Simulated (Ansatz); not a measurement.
# Ga (Cmcm) in Ansatz: convergence with xc grid

Aim: find how far xc grid must go before the results for Ga settle, at r2SCAN. This setting moves, with any that are tied to it; all else stays.

Program: Ansatz 0.2.0. These are calculated values, not measurements. Logs are shortened: lines on timing, memory, paths and dates and some standing lists are left out, and cuts for length are marked.

## 1. The crystal as given

It takes space group Cmcm (No. 63, orthorhombic). Conventional cell: a = 2.900 Å, b = 8.130 Å, c = 3.170 Å, α = 90.00°, β = 90.00°, γ = 90.00°. Ga (site symmetry m2m) is surrounded by 8 Ga at 2.68 to 2.90 Å.

This isn't the form of Ga at room conditions, which is orthorhombic.

## 2. With xc grid 1

The input, input.yaml:

```yaml
crystal:
  lattice:
    - [1.45, -4.065, 0.0]
    - [1.45, 4.065, 0.0]
    - [0.0, 0.0, 3.17]
  atoms:
    - { symbol: Ga, position: [0.133, 0.867, 0.75] }
    - { symbol: Ga, position: [0.867, 0.133, 0.25] }
hamiltonian:
  xc: r2scan
  pseudopotentials: { kind: nc, accuracy: stringent }
kpoints:
  mp_grid: { grid: [8, 8, 7] }
scf:
  occupations: { method: gaussian, width: 0.05 }
output:
  forces: true
  stress: true
  eigenvalues: true
basis:
  xc_grid: 1
```

Potentials or basis: PseudoDojo stringent (PBE files).

Launch:

```sh
$ ansatz run input.yaml --threads 2 --pin off --max-ram 5632MiB --backend cpu --events-out ev --progress --plain --runs-dir out
```

Run time: 18 s. Hardware: 2 threads of Intel Xeon at 2.70GHz, shared host; peak memory 0.69 GiB.

Results:

| Item | Value |
| --- | --- |
| Free energy | -13555.2440 eV |
| Pressure | -1.4 GPa |
| Largest force | 0.257 eV/Å |
| Band gap on the k mesh | none (metal or under the smearing width) |

## 3. With xc grid 2

Changes to input.yaml since step 2:

```diff
@@ -20,2 +20,2 @@
 basis:
-  xc_grid: 1
+  xc_grid: 2
```

Potentials or basis: PseudoDojo stringent (PBE files).

Launch:

```sh
$ ansatz run input.yaml --threads 2 --pin off --max-ram 5632MiB --backend cpu --events-out ev --progress --plain --runs-dir out
```

Run time: 16 s. Hardware: 2 threads of Intel Xeon at 2.70GHz, shared host; peak memory 0.73 GiB.

Results:

| Quantity | Value |
| --- | --- |
| Free energy | -13555.2442 eV |
| Pressure | -1.4 GPa |
| Largest force | 0.259 eV/Å |
| Band gap on the k mesh | none (metal or under the smearing width) |

## 4. With xc grid 3

Changes to input.yaml since step 3:

```diff
@@ -20,2 +20,2 @@
 basis:
-  xc_grid: 2
+  xc_grid: 3
```

Launch:

```sh
$ ansatz run input.yaml --threads 2 --pin off --max-ram 5632MiB --backend cpu --events-out ev --progress --plain --runs-dir out
```

Run time: 17 s. Hardware: 2 threads of Intel Xeon at 2.70GHz, shared host; peak memory 0.83 GiB.

The run converged. Its results:

```yaml
Free_energy: -13555.2442 eV
Pressure: -1.4 GPa
Largest_force: 0.259 eV/Å
Band_gap_on_the_k_mesh: none (metal or under the smearing width)
```

## 5. With xc grid 4

Changes to input.yaml since step 4:

```diff
@@ -20,2 +20,2 @@
 basis:
-  xc_grid: 3
+  xc_grid: 4
```

Launch:

```sh
$ ansatz run input.yaml --threads 2 --pin off --max-ram 5632MiB --backend cpu --events-out ev --progress --plain --runs-dir out
```

Wall time 19 s (2 threads of Intel Xeon at 2.70GHz, shared host); peak memory 1.1 GiB.

Results (log left out):

* Free energy: -13555.2442 eV
* Pressure: -1.4 GPa
* Largest force: 0.259 eV/Å
* Band gap on the k mesh: none (metal or under the smearing width)

## 6. With xc grid 5

Changes to input.yaml since step 5:

```diff
@@ -20,2 +20,2 @@
 basis:
-  xc_grid: 4
+  xc_grid: 5
```

Potentials or basis: PseudoDojo stringent (PBE files).

Launch:

```sh
$ ansatz run input.yaml --threads 2 --pin off --max-ram 5632MiB --backend cpu --events-out ev --progress --plain --runs-dir out
```

Standard output:

```text
Warning: hamiltonian.xc reads the kinetic-energy density τ on the library's norm-conserving files, and those of Ga were made for PBE. This build holds files of Ga that were made for r²SCAN, which a deck under this functional can read where it names no table (hamiltonian.pseudopotentials.accuracy or source), types no xc_functional and has no exact exchange, max_exx_coeff or level of output.embedding that keeps them out. To compare such runs, type hamiltonian.pseudopotentials: {kind: paw, frozen_core: stored} on both or, where PAW refuses one, {kind: nc, accuracy: standard}
Warning: RAYON_NUM_THREADS=2 ignored (pool sized by the plan → 2); use --threads N
Engine: ansatz 0.2.0, x86_64-unknown-linux-gnu
Pseudopotentials: kind: nc
Pseudopotential: Ga, nc, valence charge 21, recommended cutoff 1551.049016 eV (normal), Ga.nc.azcp (PseudoDojo's, or run here from an input of PseudoDojo's; its table is named by hamiltonian.pseudopotentials.accuracy)
Functional definition: r2SCAN
  parameter k0 = 0.174
  parameter k1 = 0.065
  parameter a1 = 4.9479
  exchange = r2scan_x(k0 = k0, k1 = k1, a1 = a1)
  correlation = r2scan_c
Crystal: 2 atoms, lattice volume = 37.370 Å³
Basis set: ecut = 1551.049016 eV, 5183 PW (Γ), exchange–correlation on 300×300×225 points (125 copies of the dense FFT grid, shifted against one another)
Bands: 26, of which v1, the nominal top of the filled ones, is band 21 counted from 1 (20 counted from 0)
Symmetry: 8 space group operations
Space group: Cmcm (ITA 63), of the structure as read, at distance tolerance 3.3e-5 Å
k-points: 84 of 448
Non-local potential: Ga, projectors of the file, l = 0: 2, l = 1: 2, l = 2: 2
Initial density: superposition of atomic densities (chi_scale 0.1, normalization cell)
Initial wavefunctions: pseudopotential atomic-orbital guess
Functional: x = r2scan, c = r2scan; τ floored in thin density (d = 2e-4 eV/Å³)
iter 1 solved again at ethr=2.69e-4 eV; its pass at ethr=3.10e-3 eV (dr2=1.13e-1 eV) is discarded
SCF iter   1: F=—  HF=-13555.180004 eV  |F-HF|=—  |Δ(HF+E_count)|=         —  Δρ=2.19e-2  dr2=1.12e-1  dr2_τ=3.48e-1  ethr=2.69e-4  ⟨swp⟩=1.0  Hψ=12028  notcnv=0
preconditioner: auto → none  [insulator: Δε(μ)=0.084 eV  Ē_g=18.627 eV  σ=0.050 eV  W_gap=0.67  n_scr=12 (ndim 8)  ℏωp=31.0 eV  f_vac=0.000  D(μ)=0.95/eV (n_scr^D=4)  ε∞_Penn≈3.8]
SCF iter   2: F=—  HF=-13555.231359 eV  |F-HF|=—  |Δ(HF+E_count)|=   5.14e-2  Δρ=1.25e-2  dr2=2.73e-2  dr2_τ=8.70e-2  ethr=2.66e-4  ⟨swp⟩=2.8  Hψ=3505  notcnv=0
SCF iter   3: F=—  HF=-13555.244389 eV  |F-HF|=—  |Δ(HF+E_count)|=   1.30e-2  Δρ=3.83e-3  dr2=1.98e-3  dr2_τ=9.59e-2  ethr=6.50e-5  ⟨swp⟩=3.0  Hψ=4406  notcnv=0  defer=10
SCF iter   4: F=—  HF=-13555.243933 eV  |F-HF|=—  |Δ(HF+E_count)|=   4.56e-4  Δρ=6.74e-4  dr2=4.42e-5  dr2_τ=1.82e-3  ethr=4.71e-6  ⟨swp⟩=3.2  Hψ=4052  notcnv=0  defer=10
SCF iter   5: F=—  HF=-13555.244157 eV  |F-HF|=—  |Δ(HF+E_count)|=   2.25e-4  Δρ=1.40e-4  dr2=2.30e-6  dr2_τ=1.59e-5  ethr=1.05e-7  ⟨swp⟩=2.0  Hψ=3265  notcnv=0  defer=10
SCF iter   6: F=—  HF=-13555.244160 eV  |F-HF|=—  |Δ(HF+E_count)|=   3.04e-6  Δρ=2.71e-5  dr2=2.33e-7  dr2_τ=6.92e-7  ethr=5.46e-9  ⟨swp⟩=2.0  Hψ=3388  notcnv=0  defer=10
SCF iter   7: F=-13555.244160 eV  HF=-13555.244160 eV  |F-HF|=2.99e-8  |Δ(HF+E_count)|=   9.94e-8  Δρ=8.84e-6  dr2=8.61e-9  dr2_τ=3.90e-8  ethr=2.38e-10  ⟨swp⟩=6.4  Hψ=8948  notcnv=0
SCF 1 converged in 7 iterations: F = -13555.244160 eV  dr2 = 8.61e-9
SCF converged after 7 iterations
Free energy (F): -13555.244160 eV
Harris-Foulkes:  -13555.244160 eV  (|F-HF|=2.99e-8)
Internal energy: -13555.243088 eV  (E = F + TS)
E sigma→0 (E₀):  -13555.243624 eV
Entropy (-TS):   -0.001073 eV (-0.536 meV/atom)
Fermi energy:    12.268263 eV
--- Per-component energies (eV) ---
  E_band       = -1605.242295
  E_kinetic    = 6561.356298
  E_local      = -13928.458295  (includes V_loc(G=0)·N_el)
  E_nonlocal   = -3227.301583
  E_hartree    = 5332.315306
  E_xc         = -1448.718193
  E_vxc        = -1828.529264  (∫ρ·V_xc dr)
  E_vtau       = 153.057530  (kinetic-family band-sum trace: ∫τ·v_τ [+ j·A + Jᵃ·Aᵃ] dr)
  E_ewald      = -6844.436621
  E_smearing   = -0.001073  (= −TS)
  E_closure    = -0.000000  (closes the sum)
  Σ components = -13555.244160   (vs F -13555.244160, Δ=0.00e0)
--- Forces (eV/Å), atoms counted from 1 ---
  atom   1  Ga     0.00000000    -0.25889210     0.00000000
  atom   2  Ga     0.00000000     0.25889210     0.00000000
  max |Σ_I F_I| component: 0.00e0 eV/Å
--- Stress (GPa, compression-positive) ---
       -1.721764       0.000000       0.000000
        0.000000      -0.317957       0.000000
        0.000000       0.000000      -2.127855
  P = ⅓ Tr σ = -1.3892 GPa (-13.892 kbar)
--- Band table (eV; the first three rows and the last of 84) ---
  k-point 0: bands = ["-137.7404", "-137.7395", "-86.0376", "-86.0329", "-86.0173", "-86.0165", "-86.0127", "-86.0040", "-3.5650", "-3.5357", "-3.4569", "-3.4437", "-3.2403", "-3.2295", "-3.1933", "-3.1844", "-3.1835", "-3.0164", "0.3113", "9.6781", "10.6007", "15.1942", "19.1769", "20.4532", "21.3834", "23.2225"]
  k-point 1: bands = ["-137.7404", "-137.7395", "-86.0375", "-86.0333", "-86.0173", "-86.0166", "-86.0122", "-86.0044", "-3.5515", "-3.5255", "-3.4554", "-3.4124", "-3.2754", "-3.2739", "-3.1853", "-3.1553", "-3.1548", "-3.0501", "0.6386", "10.0617", "10.4350", "13.0318", "20.7561", "21.6598", "21.7239", "21.7752"]
  k-point 2: bands = ["-137.7402", "-137.7396", "-86.0372", "-86.0343", "-86.0171", "-86.0166", "-86.0110", "-86.0056", "-3.5616", "-3.4654", "-3.4295", "-3.3510", "-3.3250", "-3.3235", "-3.2021", "-3.1232", "-3.1212", "-3.1188", "1.6289", "8.3390", "11.1847", "12.5622", "18.3972", "18.6552", "21.6081", "22.4014"]
  k-point 83: bands = ["-137.7399", "-137.7399", "-86.0365", "-86.0363", "-86.0171", "-86.0166", "-86.0082", "-86.0075", "-3.4946", "-3.4896", "-3.4236", "-3.3886", "-3.2747", "-3.2674", "-3.2013", "-3.1663", "-3.1662", "-3.1600", "5.4122", "6.0430", "8.1016", "8.7237", "21.2820", "23.3773", "24.0682", "24.1032"]
```

It took 25 s on 2 threads of Intel Xeon at 2.70GHz, shared host; peak memory 1.5 GiB.

What came out:

```yaml
Free_energy: -13555.2442 eV
Pressure: -1.4 GPa
Largest_force: 0.259 eV/Å
Band_gap_on_the_k_mesh: none (metal or under the smearing width)
```

## 7. Summary

| xc grid | energy less the tightest run, at zero smearing (meV/atom) | largest force (eV/Å) | SCF cycles | CPU time (s) | peak memory (GiB) |
| --- | --- | --- | --- | --- | --- |
| 1 | 0.10 | 0.257 | 7 | 34 | 0.69 |
| 2 | 0.00 | 0.259 | 7 | 32 | 0.73 |
| 3 | 0.00 | 0.259 | 7 | 33 | 0.83 |
| 4 | 0.00 | 0.259 | 7 | 36 | 1.1 |
| 5 | 0.00 | 0.259 | 7 | 48 | 1.5 |

Against the tightest run, the energy stays within 1 meV/atom from 1 on; the largest force stays within 0.005 eV/Å from 1 on. The tightest run that finished is the yardstick and may itself not be fully converged.

Caveats: the meta-GGA runs on potentials made for a GGA; the potentials were made for another functional, which shifts forces and pressure.
